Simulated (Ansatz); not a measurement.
# W: equation of state with BLYP+D4

W:

```
CELL_PARAMETERS angstrom
-1.58234 1.58234 1.58234
1.58234 -1.58234 1.58234
1.58234 1.58234 -1.58234
ATOMIC_POSITIONS crystal
W 0.00000 0.00000 0.00000
```

* Program: Ansatz 0.2.0
* Task: equation of state
* Functional: BLYP
* Dispersion: D4
* Potentials or basis: Ansatz PAW
* Cutoff: 420 eV
* Density cutoff: 1680 eV
* k mesh: 12 × 12 × 12
* Occupations: fermi-dirac, width 0.05 eV
* Spin: no spin polarisation

- Equilibrium volume: 15.95 Å³/atom
- Bulk modulus: 302 GPa
- Pressure derivative of the bulk modulus: 4.1

Energy against volume, from the lowest point:
```tsv
volume (Å³/atom)	energy (meV/atom)
14.897	72.84
15.214	33.98
15.531	10.20
15.848	0.00
16.165	2.11
16.482	15.32
16.798	38.52
```

All runs of the series together: 5.7 s on 2 threads of Arm Neoverse V1, with other jobs on the host.

Caveat: the potentials were made for another functional, which shifts forces and pressure. Spin-orbit coupling is left out, which matters for the levels of W.
